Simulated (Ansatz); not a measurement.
# SrO (Fm-3m):H_i (bond centre, by O), thermodynamic levels from a 54-atom cell

Charge states of H_i (bond centre, by O) in SrO (Fm-3m), set against the band edges. Model: a cell of 54 host atoms with 1 H put in.

Calculated with Ansatz 0.2.0; place-levels on r2SCAN runs: charge-transition levels and formation energies with image-charge correction and potential alignment at the atomic sites; PAW set soft_1.

## (1) The starting structure

The cell holds 55 atoms: 27 Sr, 27 O and 1 H. Its edges and angles: a = 10.947 Å, b = 10.947 Å, c = 10.947 Å, α = 60.0°, β = 60.0°, γ = 60.0°. It derives from SrO (space group Fm-3m). Nearest the centre at fractional (0.583, 0.583, 0.417): H55 at 0.00 Å, Sr27 at 1.29 Å, O52 at 1.29 Å, O34 at 2.88 Å, O36 at 2.88 Å, O46 at 2.88 Å, O48 at 2.88 Å, Sr31 at 2.88 Å.

Coordinates:

```xyz
55
Lattice="0.0000 7.7404 7.7404 7.7404 0.0000 7.7404 7.7404 7.7404 0.0000" Properties=species:S:1:pos:R:3 pbc="T T T"
Sr    2.5801    2.5801    2.5801
O     0.0000    0.0000    0.0000
Sr    5.1603    5.1603    2.5801
O     2.5801    2.5801    0.0000
Sr    7.7404    7.7404    2.5801
O     5.1603    5.1603    0.0000
Sr    5.1603    2.5801    5.1603
O     2.5801    0.0000    2.5801
Sr    7.7404    5.1603    5.1603
O     5.1603    2.5801    2.5801
Sr   10.3205    7.7404    5.1603
O     7.7404    5.1603    2.5801
Sr    7.7404    2.5801    7.7404
O     5.1603    0.0000    5.1603
Sr   10.3205    5.1603    7.7404
O     7.7404    2.5801    5.1603
Sr   12.9007    7.7404    7.7404
O    10.3205    5.1603    5.1603
Sr    2.5801    5.1603    5.1603
O     0.0000    2.5801    2.5801
Sr    5.1603    7.7404    5.1603
O     2.5801    5.1603    2.5801
Sr    7.7404   10.3205    5.1603
O     5.1603    7.7404    2.5801
Sr    5.1603    5.1603    7.7404
O     2.5801    2.5801    5.1603
Sr    7.7404    7.7404    7.7404
O     5.1603    5.1603    5.1603
Sr   10.3205   10.3205    7.7404
O     7.7404    7.7404    5.1603
Sr    7.7404    5.1603   10.3205
O     5.1603    2.5801    7.7404
Sr   10.3205    7.7404   10.3205
O     7.7404    5.1603    7.7404
Sr   12.9007   10.3205   10.3205
O    10.3205    7.7404    7.7404
Sr    2.5801    7.7404    7.7404
O     0.0000    5.1603    5.1603
Sr    5.1603   10.3205    7.7404
O     2.5801    7.7404    5.1603
Sr    7.7404   12.9007    7.7404
O     5.1603   10.3205    5.1603
Sr    5.1603    7.7404   10.3205
O     2.5801    5.1603    7.7404
Sr    7.7404   10.3205   10.3205
O     5.1603    7.7404    7.7404
Sr   10.3205   12.9007   10.3205
O     7.7404   10.3205    7.7404
Sr    7.7404    7.7404   12.9007
O     5.1603    5.1603   10.3205
Sr   10.3205   10.3205   12.9007
O     7.7404    7.7404   10.3205
Sr   12.9007   12.9007   12.9007
O    10.3205   10.3205   10.3205
H     7.7404    7.7404    9.0305
```

The host's dielectric constants go in as inputs: 3.86 for the electrons alone, 21.43 with the ions, computed on the host (DFPT, PBEsol, on the r2SCAN cell), and a cell off the functional's own equilibrium shifts the ionic part.

The cell's shortest repeat is 10.9 Å.

## (2) What was run first

A transition level is the Fermi level at which two charge states cost the same, so each charge needs its own total energy, at its own relaxed structure.

Each atom starts 0.05 Å or so off its site in a random direction: a symmetric start keeps its symmetry, and would miss off-centre moves and Jahn–Teller distortions. Forces are taken at one point at (¼, ¼, ¼). The cell holds 1 electron more than the neutral one, with a uniform background that keeps it neutral on the whole.

The sampling was tested on the host first: at the k-points planned (1x1x1 shifted 0.25 0.25 0.25) its energy lies 0.003 eV an atom from the dense-mesh value, under the bound of 0.02 eV set for this test; that bounds the host's error, not the defect's.

One of the inputs; charge, spin and start change from state to state.

Contents of qm1.relax/input.yaml:

```yaml
crystal:
  lattice:
    - [0.0, 2.58013597, 2.58013597]
    - [2.58013597, 0.0, 2.58013597]
    - [2.58013597, 2.58013597, 0.0]
  atoms:
    - { symbol: Sr, position: [0.5, 0.5, 0.5] }
    - { symbol: O, position: [0.0, 0.0, 0.0] }
  supercell: [3, 3, 3]
  defects:
    - { interstitial: { symbol: H, position: [0.583333, 0.583333, 0.416667] } }
total_charge: -1
basis:
  ecutwfc: 500
  xc_grid: 2
hamiltonian:
  xc: r2scan
  pseudopotentials: { kind: paw, azcp: { folder: soft_1 } }
kpoints:
  mp_grid: { grid: [1, 1, 1], shift: [0.25, 0.25, 0.25] }
scf:
  occupations: { method: fixed }
  max_iter: 60
output:
  forces: true
  charged_corrections: { epsilon: 3.86, static_epsilon: 21.43 }
relax:
  f_tol: 0.02
  max_steps: 80
  random_displacement: { amplitude: 0.05, seed: 1766 }
checkpoint:
  write: "../qm1.relax.run"
  compress: false
  write_wavefunctions: true
  write_every: 100000
```

Started as:

```console
> ansatz run input.yaml --threads 4 --pin off --max-ram 15073MiB --backend cpu --events-out ev --progress --plain --runs-dir out
```

Defect states can disperse in a cell of this size, so the energy is taken again at a 2×2×2 shifted mesh, on the relaxed structure.

The run of this state that the levels use, under r2SCAN:

Contents of qm1.point/input.yaml:

```yaml
crystal:
  checkpoint: "../qm1.relax.run"
  host: checkpoint
total_charge: -1
basis:
  ecutwfc: 500
  xc_grid: 2
hamiltonian:
  xc: r2scan
  pseudopotentials: { kind: paw, azcp: { folder: soft_1 } }
kpoints:
  mp_grid: { grid: [2, 2, 2], shift: [0.5, 0.5, 0.5] }
scf:
  occupations: { method: fermi_dirac, width: 0.01 }
  max_iter: 60
output:
  forces: true
  eigenvalues: true
  charged_corrections:
    epsilon: 3.86
    static_epsilon: 21.43
    defect_position: [0.583333, 0.583333, 0.416667]
  eigenstates: { localisation: true }
  populations: true
  band_densities: [{ bands: [v1, v1] }, { bands: [c1, c1] }]
  write_density: true
  write_potential: true
  volumetric_format: npy
checkpoint:
  read: "../qm1.relax.run"
  write: "../qm1.point.run"
  compress: false
  write_wavefunctions: false
  write_every: 100000
```

Relaxations under r2SCAN at one point at (¼, ¼, ¼); times on 4 threads of Arm Neoverse V1, shared host:

```csv
charge,moment (μB),occupations,outcome,steps,largest displacement against the far atoms (Å),time
−1,0,fixed,converged,15,1.82,4.8 min
0,1,fixed,converged,9,1.06,8.3 min
+1,0,fixed,converged,10,1.07,3.4 min
```

Single points under r2SCAN at a 2×2×2 shifted mesh; times on 4 threads of Arm Neoverse V1, shared host:

```csv
charge,moment (μB),occupations,outcome,time
−1,0,fermi-dirac,converged,2.4 min
0,1,fermi-dirac,converged,5.5 min
+1,0,fermi-dirac,converged,2.6 min
```

Distances (Å) from H55 to the nearest atoms after relaxation with r2SCAN:

```csv
charge,moment (μB),1.,2.,3.,4.,5.,6.
−1,0,Sr 2.19,Sr 2.19,Sr 2.19,Sr 2.19,O 2.46,O 2.46
0,1,O 1.06,Sr 2.32,Sr 2.32,Sr 2.32,O 3.08,O 3.08
+1,0,O 0.96,Sr 2.35,Sr 2.36,Sr 2.36,O 2.84,O 2.84
```

## (3) place-levels, r2SCAN

A charged cell interacts with its images and the background, and its potential has another zero than the host's. place-levels removes the first by a point-charge model, screened by the static dielectric constant since the ions have relaxed around the charge, and the second by comparing potentials at atoms far from the defect.

The host is a run of the defect-free crystal in the same cutoffs, grids and k-points, so that basis and sampling errors cancel in part in the differences. Its band edges come from a run of the primitive cell that searches the zone for them. Chemical potentials are energies per atom of H (H2 molecule), run with the same functional and cutoff.

Contents of levels.point.yaml:

```yaml
host:
  run: host.point.run
  levels_from: { run: edges.point.run }
states: [qm1.point.run, q0_M1.point.run, qp1.point.run]
geometry_from:
  qm1.point.run: qm1.relax.run
  q0_M1.point.run: q0_M1.relax.run
  qp1.point.run: qp1.relax.run
chemical_potentials:
  H:
    energy: -15.945394
    dataset: "<sha256 of the dataset>"
epsilon: 3.86
static_epsilon: 21.43
vertical:
  - { from: qm1.point.run, to: qm1.point_neutral.run }
  - { from: qp1.point.run, to: qp1.point_neutral.run }
```

Started as:

```console
> ansatz place-levels levels.point.yaml -- --threads 4 --pin off --max-ram 15073MiB
```

Numbers of over 12 decimals in the logs are rounded to 6 here.

Output:

```text
[... repeated set-up lines and file paths are left out, and long positions are rounded to six places ...]
(+1/0) 3.738 eV above the valence edge, 0.061 eV under the conduction edge; not on the lower envelope
(0/-1) 1.599 eV above the valence edge, 2.200 eV under the conduction edge; not on the lower envelope
(+1/-1) 2.668 eV above the valence edge, 1.130 eV under the conduction edge: charges between them are lowest nowhere
formation energy of charge +1: -1.313 eV with the Fermi level at the valence edge
formation energy of charge 0: +2.425 eV with the Fermi level at the valence edge
formation energy of charge -1: +4.024 eV with the Fermi level at the valence edge
vertical -1 to 0: no energy, since no alignment is typed
  the change from vertical[0].from (qm1.point.run) to vertical[0].to (qm1.point_neutral.run): by its potential at epsilon 3.86 it stands at 0.610 0.610 0.607, with an rms radius of about 2.2 Å (1.3 1.3 1.3 Å across the planes of the cell's vectors); [...]
vertical +1 to 0: no energy, since no alignment is typed
  the change from vertical[1].from (qp1.point.run) to vertical[1].to (qp1.point_neutral.run): by its potential at epsilon 3.86 it stands at 0.629 0.629 0.541, with an rms radius of about 5.8 Å (3.3 3.3 3.5 Å across the planes of the cell's vectors); [...]
  edges by r2scan of host.levels_from (edges.point.run), its mesh sampled to repeats of 32.84 Å (the valence edge +0.086 eV and the conduction edge -0.223 eV from those of the host's own run), gap 3.799 eV; the host is sampled to repeats of 21.89 Å
  the defect's cells are sampled to repeats of 21.89 Å, like sampling
  charge +1: -111455.7211 eV with its correction of +0.150 eV, at epsilon 21.43, aligned at sites: +0.0501 eV, mean over 10 atomic sites at or beyond 5.47 Å from the defect at [0.5833, 0.5833, 0.4167], with +0.000000 for the charge's moments and without [...]
  charge 0: +0.000 eV for its dipole among its images, +0.000 omitted
  charge -1: -111435.3526 eV with its correction of +0.070 eV, at epsilon 21.43, aligned at sites: +0.0291 eV, mean over 10 atomic sites at or beyond 5.47 Å from the defect at [0.5833, 0.5833, 0.4167], with +0.000000 for the charge's moments and without [...]
  of states[2] (qp1.point.run): it parts from the run at its places by a charge that spreads by about 3.5 Å along one vector (1.5 Å or more is wide), by its potential at epsilon 3.86, taken for that of held ions (one typed too small widens it), where the cell [...]
  of states[1] (q0_M1.point.run): its alignment with the host at atomic sites is doubtful: the cell is too small to show whether the defect's potential has decayed: take a larger one; stability_check_not_made
  of states[0] (qm1.point.run): its alignment with the host at atomic sites is doubtful: the cell is too small to show whether the defect's potential has decayed: take a larger one
  of vertical[0].to (qm1.point_neutral.run): stability_check_not_made
  of vertical[1].from (qp1.point.run): it parts from the run at its places by a charge that spreads by about 3.5 Å along one vector (1.5 Å or more is wide), by its potential at epsilon 3.86, taken for that of held ions (one typed too small widens it), where [...]
  of vertical[1].to (qp1.point_neutral.run): its moments are held at its close (magnetization.spin_locking), by a field of 0.052 eV a Bohr magneton, and its energy and levels are of the state that this holds: a run that lets them go can end lower; [...]
```

The job ended after 0.41 s (4 threads of Arm Neoverse V1, shared host).

Under r2SCAN the gap is 3.80 eV, (+1/0) 3.74, (0/−1) 1.60 eV; the steps are inverted, so the lowest state changes at (+1/−1) 2.67 eV.

Levels between the charges placed, in eV above the valence top:

```csv
,gap (eV),(+1/0),(0/−1)
r2SCAN,3.80,3.74,1.60
```

Corrections by state:

```csv
charge,moment (μB),image terms and alignment (eV),band filling (eV),ε used,"over the lowest of its charge, as the program ranks them, band filling apart (eV)"
+1,0.0,0.150,-,21.43,0.000
0,1.0,0.000,-,-,0.000
−1,0.0,0.070,-,21.43,0.000
```

The charged structures listed were also run neutral, and place-levels reads from each pair, by the potential or the spins, how wide the charge is by which they differ; that can be the carrier of either run.

```csv
charge,rms radius (Å),spread where it is widest against the cell (Å),wide from (Å),reading
+1,5.8,3.45,1.55,wide
−1,2.2,1.29,1.55,narrow
```

The neutral runs of these pairs need not share the spin of the lowest neutral state, and very wide values only mean spread over the cell.

From the program's caveats on the states, each cut to its opening words:

- charge +1: it parts from the run at its places by a charge that spreads by about 3.5 Å along one vector (1.5 Å or more is wide), by its potential at epsilon 3.86, taken [...]
- charge +1, 0 (1 μB), −1: its alignment with the host at atomic sites is doubtful: the cell is too small to show whether the defect's potential has decayed: take a larger one
- charge 0 (1 μB): flagged: stability check not made

Chemical potentials of the elements' reference phases, run alike. Formation energies (elemental references), with the Fermi level at the valence top and at the conduction bottom (gap 3.80 eV):

```csv
charge,at valence top (eV),at conduction bottom (eV),correction included (eV)
+1,-1.31,2.49,0.15
0,2.43,2.43,0.00
−1,4.02,0.23,0.07
```

(Fermi level (eV), lowest formation energy (eV)): (0.00, -1.31), (0.35, -0.97), (0.69, -0.62), (1.04, -0.28), (1.38, 0.07), (1.73, 0.41), (2.07, 0.76), (2.42, 1.11), (2.76, 1.26), (3.11, 0.92), (3.45, 0.57), (3.80, 0.23)

## (4) The same at the relaxations' own k-points

The relaxations' own energies give the levels at their sampling, for comparison.

Contents of levels.relax_mesh.yaml:

```yaml
host:
  run: host.relax.run
  levels_from: { run: edges.relax.run }
states: [qm1.relax.run, q0_M1.relax.run, qp1.relax.run]
chemical_potentials:
  H:
    energy: -15.945394
    dataset: "<sha256 of the dataset>"
```

Started as:

```console
> ansatz place-levels levels.relax_mesh.yaml -- --threads 4 --pin off --max-ram 15073MiB
```

Output:

```text
[...]
formation energy of charge +1: -1.323 eV with the Fermi level at the valence edge
formation energy of charge 0: +2.378 eV with the Fermi level at the valence edge
formation energy of charge -1: +3.998 eV with the Fermi level at the valence edge
  edges by r2scan of host.levels_from (edges.relax.run), its mesh sampled to repeats of 32.84 Å (the valence edge +0.075 eV and the conduction edge -0.477 eV from those of the host's own run), gap 3.799 eV; the host is sampled to repeats of 10.95 Å
[... the lines on each state left out ...]
```

Elapsed: 0.15 s, on 4 threads.

Levels between neighbouring charges, in eV above the valence top:

```csv
,gap (eV),(+1/0),(0/−1)
"one point at (¼, ¼, ¼)",3.80,3.70,1.62
a 2×2×2 shifted mesh,3.80,3.74,1.60
```

Going from one point at (¼, ¼, ¼) to a 2×2×2 shifted mesh moves the levels that carry no band-filling term by up to 0.04 eV and formation energies against the elements by up to 0.05 eV.

## (5) Placing the levels, PBEsol

PBEsol on the same structure is run to see how far the result rests on the functional, though not on the errors that semilocal functionals share; the sampling changes too, to one point at (¼, ¼, ¼), so differences hold both changes.

Contents of qm1.pbesol/input.yaml:

```yaml
crystal:
  checkpoint: "../qm1.relax.run"
  host: checkpoint
total_charge: -1
basis:
  ecutwfc: 420
  xc_grid: 2
hamiltonian:
  xc: pbesol
  pseudopotentials: { kind: paw, azcp: { folder: soft_1 }, xc_functional: pbe }
kpoints:
  mp_grid: { grid: [1, 1, 1], shift: [0.25, 0.25, 0.25] }
scf:
  occupations: { method: fermi_dirac, width: 0.01 }
  max_iter: 60
output:
  forces: true
  eigenvalues: true
  charged_corrections:
    epsilon: 3.86
    static_epsilon: 21.43
    defect_position: [0.583333, 0.583333, 0.416667]
  eigenstates: { localisation: true }
  populations: true
  band_densities: [{ bands: [v1, v1] }, { bands: [c1, c1] }]
  write_density: true
  write_potential: true
  volumetric_format: npy
checkpoint:
  write: "../qm1.pbesol.run"
  compress: false
  write_wavefunctions: false
  write_every: 100000
```

The job ended after 30 s (4 threads; peak memory 1.6 GiB; 1.9 min of CPU time).

Contents of levels.pbesol.yaml:

```yaml
host:
  run: host.pbesol.run
states: [qm1.pbesol.run, q0_M1.pbesol.run, qp1.pbesol.run]
geometry_from:
  qm1.pbesol.run: qm1.relax.run
  q0_M1.pbesol.run: q0_M1.relax.run
  qp1.pbesol.run: qp1.relax.run
chemical_potentials:
  H:
    energy: -15.609228
    dataset: "<sha256 of the dataset>"
```

Started as:

```console
> ansatz place-levels levels.pbesol.yaml -- --threads 4 --pin off --max-ram 15073MiB
```

Output:

```text
(+1/0) 3.250 eV above the valence edge, in the conduction band; not on the lower envelope
[...]
formation energy of charge +1: -1.262 eV with the Fermi level at the valence edge
formation energy of charge 0: +1.988 eV with the Fermi level at the valence edge
formation energy of charge -1: +3.508 eV with the Fermi level at the valence edge
  edges by pbesol, gap 3.197 eV; the host is sampled to repeats of 10.95 Å
[... the lines on each state left out ...]
```

It took 0.19 s on 4 threads.

Under PBEsol the gap is 3.20 eV, (+1/0) 3.25 (outside the gap), (0/−1) 1.52 eV; the steps are inverted, so the lowest state changes at (+1/−1) 2.38 eV.

## (6) A changed set-up

A choice is tested by changing it alone.

levels.try0.yaml is levels.point.yaml with these lines changed:

```diff
-epsilon: 3.86
-static_epsilon: 21.43
+epsilon: 5.13
+static_epsilon: 28.5
```

Started as:

```console
> ansatz place-levels levels.try0.yaml -- --threads 4 --pin off --max-ram 15073MiB
```

Output:

```text
[...]
formation energy of charge +1: -1.329 eV with the Fermi level at the valence edge
formation energy of charge 0: +2.425 eV with the Fermi level at the valence edge
formation energy of charge -1: +4.008 eV with the Fermi level at the valence edge
vertical -1 to 0: no energy, since no alignment is typed
vertical +1 to 0: no energy, since no alignment is typed
[...]
[... the lines on each state left out ...]
```

The change: dielectric constants a third too high.

Levels in eV above the valence top; the changed ones are not the defect's:

```csv
,gap (eV),(+1/0),(0/−1)
changed,3.80,3.75,1.58
as set up,3.80,3.74,1.60
```

The largest shift is 0.02 eV.

## (7) Side by side

Levels between neighbouring charges, in eV above each run's own valence top:

```csv
,gap (eV),(+1/0),(0/−1),CPU time a state at this stage (restarts are quicker than cold starts)
"r2SCAN, 2×2×2 shifted mesh",3.80,3.74,1.60,14 min
"PBEsol on r2SCAN structures, (¼, ¼, ¼)",3.20,3.25,1.52,2.8 min
```

## (8) What came out

```
gap of the host                                                             : 3.80 eV (r2SCAN)
level (plus 1/0)                                                            : 3.74 eV above the valence top, not a change between lowest states
level (0/minus 1)                                                           : 1.60 eV above the valence top, not a change between lowest states
level (plus 1/minus 1)                                                      : 2.67 eV above the valence top
lowest of the charges placed, just above the valence top (0.02 eV)          : +1
lowest of the charges placed, just below the conduction bottom (0.02 eV)    : −1
lowest formation energy at mid-gap of the charges run, elemental references : 0.59 eV
```

What this shows: Of the charges placed (−1, 0 and +1), the lowest changes at 2.67 eV (+1/−1) above the valence top, in a gap of 3.80 eV. (+1/−1) passes over charge 0, which lies 1.07 eV above the two there; a lower structure or spin state of it, if missed, would change that. Charges above +1 and below −1 were not placed, so these runs say nothing of levels that involve them. States placed: +1 at 0 μB; 0 at 1 μB; −1 at 0 μB. Other spin states or structures, where not listed, weren't placed. At charge −1, 0 and +1 the atom put in ends up to 1.8 Å from its starting place, so the name tells the start alone and the levels can join different sites. H is taken at its element; compounds, which aren't counted here, bound the chemical potentials and would shift these formation energies. Going from one point at (¼, ¼, ¼) to a 2×2×2 shifted mesh moves the levels that carry no band-filling term by up to 0.04 eV and formation energies against the elements by up to 0.05 eV. The program doubts the alignment of potentials for at least one state, a sign that the cell is small. Limits: r2SCAN makes the gap too small and tends to spread out bound carriers; where a gas molecule sets a chemical potential or the host's formation energy, its binding is uncorrected.

[Logs are printed without paths, hosts, clocks, repeated set-up lines and the standing remarks that a program may print on its own settings, such as how far it seeks lower states.]

[Hosts, paths, dates, database ids (printed as entryN), source tags and the programs' standing remarks are cut or masked in the printed files.]

[Where a table of states has a column of steps, it counts the stored structures, which are thinned; the runs took as many ionic steps or more.]

[A defect's name tells the site on which it was built; relaxed atoms can leave that site.]

[For some hosts the program warned that the k-mesh of the response run may be too coarse for force constants and the static dielectric constant; such warnings are not shown here.]
